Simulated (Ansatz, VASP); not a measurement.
# MoS2: VASP beside Ansatz

File INCAR:

```
PREC = Accurate
ENCUT = 520
EDIFF = 1E-7
ISMEAR = -1
SIGMA = 0.05
LREAL = False
LASPH = True
NELM = 60
ALGO = Normal
ISIF = 2
LWAVE = False
LCHARG = False
GGA = PE
NBANDS = 20
```

Contents of KPOINTS:

```
Automatic mesh
0
Gamma
  10 10 2
```

File POSCAR:

```
MoS2
1.0
    3.1627554646      0.0000000000      0.0000000000
   -1.5813777323      2.7390265783      0.0000000000
    0.0000000000      0.0000000000     17.2182568475
Mo S
1 2
Direct
    0.0000000000      0.0000000000      0.0000000000
    0.3333333333      0.6666666667      0.9105070200
    0.3333333333      0.6666666667      0.0894929800
```

input.yaml

```yaml
crystal:
  lattice:
    - [3.1627554646, 0.0, 0.0]
    - [-1.5813777323, 2.7390265783, 0.0]
    - [0.0, 0.0, 17.2182568475]
  atoms:
    - { symbol: Mo, position: [0.0, 0.0, 0.0] }
    - { symbol: S, position: [0.3333333333, 0.6666666667, 0.91050702] }
    - { symbol: S, position: [0.3333333333, 0.6666666667, 0.08949298] }
kpoints:
  mp_grid: { grid: [10, 10, 2] }
scf:
  occupations: { method: fermi_dirac, width: 0.05 }
hamiltonian:
  xc: pbe
  pseudopotentials: { kind: all_electron, lapw: { basis_error: 0.001 } }
output:
  forces: true
  stress: true
  eigenvalues: true
```

Change from the starting cell: volume scaled by 0.98.

Alike in both runs: task single point; functional PBE; k mesh 10 × 10 × 2; occupations fermi-dirac, width 0.05 eV; no spin polarisation.

```csv
,VASP,Ansatz
version,VASP 6.6.1,Ansatz 0.2.0
potentials or method,"VASP PAW PBE potentials, release 64 (Mo_sv, S)","all-electron LAPW, scalar-relativistic"
plane-wave cutoff (eV),520,see its input
```

Ansatz gave:

```
gap on the k mesh at the Fermi level (eV) : 1.79
least direct gap on the mesh (eV)         : 1.98
rms of the force components (eV/Å)        : 0.267
```

Problem. What did VASP give for the same quantities?

Solution. gap on the k mesh at the Fermi level (eV): 1.80; least direct gap on the mesh (eV): 1.98; rms of the force components (eV/Å): 0.259.

Atom by atom the forces differ by 0.007 eV/Å (rms over components). Ansatz ran all-electron here, so the differences hold the error of VASP's frozen core and of both bases.
